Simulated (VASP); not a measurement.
**Vibrations of SnSe at several levels of theory**

How much do the zone-centre frequencies of SnSe depend on the functional? The starting structure is a cell with measured lattice constants from the literature and the atomic positions of a computed structure of the Materials Project.

Calculated with VASP 6.6.1; Kohn-Sham DFT with plane waves and PAW; LDA, PBEsol, PBE, PBEsol + D3(BJ) and r2SCAN.

## 1. Set-up

It takes space group Pnma (No. 62, orthorhombic). Conventional cell: a = 11.502 Å, b = 4.154 Å, c = 4.444 Å, α = 90.00°, β = 90.00°, γ = 90.00°. Nearest to Sn lie 3 Se at 2.71 to 2.72 Å. Nearest to Se lie 3 Sn at 2.71 to 2.72 Å. Farther neighbours and most contacts between anions are not listed.

## 2. Modes with LDA

LDA, the lowest rung, knows the local density alone. The cell comes from a relaxation at this level, not shown (202.03 Å³).

The input, INCAR:

```
SYSTEM = SnSe
PREC = Accurate
ENCUT = 450
EDIFF = 1E-08
NELM = 100
ISMEAR = 0
SIGMA = 0.03
LREAL = .FALSE.
ALGO = Normal
GGA = CA
NBANDS = 49
LORBIT = 11
LWAVE = .FALSE.
LCHARG = .FALSE.
KPAR = 8
IBRION = 6
NFREE = 2
POTIM = 0.015
NSW = 1
ISIF = 2
```

The input, POSCAR:

```
SnSe
1.0
   11.3661067111      0.0000000000      0.0000000000
    0.0000000000      4.1217227180      0.0000000000
    0.0000000000      0.0000000000      4.3124459782
Sn Se
4 4
Direct
    0.1177216440      0.7500000000      0.0922680664
    0.3822783560      0.2500000000      0.5922680664
    0.8822783560      0.2500000000      0.9077319336
    0.6177216440      0.7500000000      0.4077319336
    0.8572103145      0.7500000000      0.4776805689
    0.3572103145      0.7500000000      0.0223194311
    0.6427896855      0.2500000000      0.9776805689
    0.1427896855      0.2500000000      0.5223194311
```

The input, KPOINTS:

```
Automatic mesh
0
Gamma
2 6 6
0 0 0
```

Potentials, in the order of the species: Sn_d and Se (LDA family, release 64).

The run is started by

```console
$ mpirun -np 8 vasp_std
```

What it wrote:

```text
[banner, memory and clock lines left out]
running    8 mpi-ranks, on    1 nodes
 distrk:  each k-point on    1 cores,    8 groups
 distr:  one band on    1 cores,    1 groups

 POSCAR found type information on POSCAR SnSe
 POSCAR found :  2 types and       8 ions
|                                                                             |
|           W    W    AA    RRRRR   N    N  II  N    N   GGGG   !!!           |
|           W    W   A  A   R    R  NN   N  II  NN   N  G    G  !!!           |
|           W    W  A    A  R    R  N N  N  II  N N  N  G       !!!           |
|           W WW W  AAAAAA  RRRRR   N  N N  II  N  N N  G  GGG   !            |
|           WW  WW  A    A  R   R   N   NN  II  N   NN  G    G                |
|           W    W  A    A  R    R  N    N  II  N    N   GGGG   !!!           |
|                                                                             |
|     For optimal performance we recommend to set                             |
|       NCORE = 2 up to number-of-cores-per-socket                            |
|     NCORE specifies how many cores store one orbital (NPAR=cpu/NCORE).      |
|     This setting can greatly improve the performance of VASP for DFT.       |
|     The default, NCORE=1 might be grossly inefficient on modern             |
|     multi-core architectures or massively parallel machines. Do your        |
|     Unfortunately you need to use the default for GW and RPA                |
|     calculations (for HF NCORE is supported but not extensively tested      |
|     yet).                                                                   |
|                                                                             |

 LDA part: xc-table for (Slater(with rela. corr.)+CA(PZ))
 , standard interpolation
 POSCAR, INCAR and KPOINTS ok, starting setup
 FFT: planning ... GRIDC
 FFT: planning ... GRID_SOFT
 FFT: planning ... GRID
 WAVECAR not read
 entering main loop
       N       E                     dE             d eps       ncg     rms          rms(c)
DAV:   1     0.844953692044E+03    0.84495E+03   -0.34218E+04  3338   0.197E+03
DAV:   2     0.109086782818E+03   -0.73587E+03   -0.71386E+03  3152   0.577E+02
DAV:   3    -0.289654113803E+02   -0.13805E+03   -0.13150E+03  3711   0.201E+02
DAV:   4    -0.383877787354E+02   -0.94224E+01   -0.92663E+01  3737   0.535E+01
DAV:   5    -0.387078616250E+02   -0.32008E+00   -0.31941E+00  3739   0.105E+01    0.700E+00
DAV:   6    -0.380224213716E+02    0.68544E+00   -0.12083E+00  4327   0.573E+00    0.434E+00
DAV:   7    -0.379873144959E+02    0.35107E-01   -0.52065E-01  4241   0.264E+00    0.134E+00
DAV:   8    -0.379767545969E+02    0.10560E-01   -0.66667E-02  4145   0.159E+00    0.326E-01
DAV:   9    -0.379763752911E+02    0.37931E-03   -0.74510E-03  3863   0.534E-01    0.878E-02
DAV:  10    -0.379763443588E+02    0.30932E-04   -0.62488E-04  4523   0.142E-01    0.456E-02
DAV:  11    -0.379763577628E+02   -0.13404E-04   -0.17781E-04  4027   0.661E-02    0.174E-02
DAV:  12    -0.379763473318E+02    0.10431E-04   -0.38431E-05  4079   0.321E-02    0.559E-03
DAV:  13    -0.379763477419E+02   -0.41014E-06   -0.40705E-06  3846   0.816E-03    0.121E-03
DAV:  14    -0.379763477446E+02   -0.26812E-08   -0.16110E-07  3872   0.223E-03    0.723E-04
DAV:  15    -0.379763477411E+02    0.34925E-08   -0.20014E-08  2521   0.825E-04
   1 F= -.37976348E+02 E0= -.37976348E+02  d E =-.265970E-15
[... from here on, the cycles between the ionic steps are left out ...]
   2 F= -.37975819E+02 E0= -.37975819E+02  d E =-.138183E-17
   3 F= -.37975795E+02 E0= -.37975795E+02  d E =-.887208E-14
   4 F= -.37976129E+02 E0= -.37976129E+02  d E =-.244507E-15
   5 F= -.37976129E+02 E0= -.37976129E+02  d E =-.251849E-15
   6 F= -.37976024E+02 E0= -.37976024E+02  d E =-.270793E-16
   7 F= -.37976068E+02 E0= -.37976068E+02  d E =-.197660E-14
   8 F= -.37975818E+02 E0= -.37975818E+02  d E =-.672476E-18
   9 F= -.37975812E+02 E0= -.37975812E+02  d E =-.123633E-10
  10 F= -.37976016E+02 E0= -.37976016E+02  d E =-.273656E-15
  11 F= -.37976016E+02 E0= -.37976016E+02  d E =-.232326E-15
  12 F= -.37975920E+02 E0= -.37975920E+02  d E =-.214173E-15
 Finite differences progress:
  Degree of freedom:   6/  6
  Displacement:        1/  2
  Total:              11/ 12
 bond charge predicted
       N       E                     dE             d eps       ncg     rms          rms(c)
DAV:   1    -0.379732859360E+02    0.26344E-02   -0.75321E-01  3225   0.213E+00    0.247E-01
DAV:   2    -0.379759940811E+02   -0.27081E-02   -0.29765E-02  4129   0.678E-01    0.663E-02
DAV:   3    -0.379759730380E+02    0.21043E-04   -0.76254E-04  4276   0.152E-01    0.502E-02
DAV:   4    -0.379759334745E+02    0.39563E-04   -0.13915E-04  3940   0.553E-02    0.163E-02
DAV:   5    -0.379759361746E+02   -0.27001E-05   -0.32630E-05  3418   0.296E-02    0.634E-03
DAV:   6    -0.379759360304E+02    0.14427E-06   -0.14268E-06  4382   0.110E-02    0.408E-03
DAV:   7    -0.379759358416E+02    0.18880E-06   -0.54980E-07  3862   0.449E-03    0.167E-03
DAV:   8    -0.379759358511E+02   -0.95315E-08   -0.17581E-07  3104   0.170E-03    0.428E-04
DAV:   9    -0.379759358506E+02    0.48385E-09   -0.13392E-08  2079   0.836E-04
  13 F= -.37975936E+02 E0= -.37975936E+02  d E =-.268361E-15
 Finite differences progress:
  Degree of freedom:   6/  6
  Displacement:        2/  2
  Total:              12/ 12
```

The job ended after 5.1 min (8 MPI ranks of Intel Xeon 6975P-C (Granite Rapids), shared host; peak memory 4.5 GiB).

Lines that name or quote the potential files are left out of all logs, and their timing lines are given in words.

[end of part 1 of 3]

[Lines on the potential files, build, host, timing and source positions are cut from VASP's logs without a mark.]

[Logs are printed without paths, hosts, clocks, repeated set-up lines and the standing remarks that a program may print on its own settings, such as how far it seeks lower states.]

[Hosts, paths, dates, database ids (printed as entryN), source tags and the programs' standing remarks are cut or masked in the printed files.]
